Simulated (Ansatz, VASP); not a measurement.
# Two plane-wave programs on TaN

```xyz
2
Lattice="-0.2300 2.0703 2.0703 2.0703 -0.2300 2.0703 2.0703 2.0703 -0.2300" Properties=species:S:1:pos:R:3 pbc="T T T"
Ta    1.9553    1.9553    1.9553
N     0.0000    0.0000    0.0000
```

Alike in both runs: task single point; functional PBEsol; k mesh 20 × 20 × 20; occupations gaussian, width 0.15 eV; no spin polarisation.

```csv
,VASP,Ansatz
version,VASP 6.6.1,Ansatz 0.2.0
potentials or method,"VASP PAW PBE potentials, release 64 (Ta_pv, N)","scalar-relativistic, plane waves, PAW"
plane-wave cutoff (eV),520,420
valence electrons in the cell,16,18
```

Ansatz gave:

```
gap on the k mesh at the Fermi level (eV)       : none
pressure (GPa)                                  : 5.1
largest component of the traceless stress (GPa) : 9.93
```

Question: What did VASP give for the same quantities?

Answer: gap on the k mesh at the Fermi level (eV): none; pressure (GPa): 6.2; largest component of the traceless stress (GPa): 9.87.

A gap of «none» marks a metal or a gap that the smearing closes. The two sets of potentials don't hold the same shells in valence.

Caveats: the PAW data sets were made with another functional, which shifts forces and pressure a little (VASP). The runs have no spin-orbit coupling, so splittings on Ta are missing.
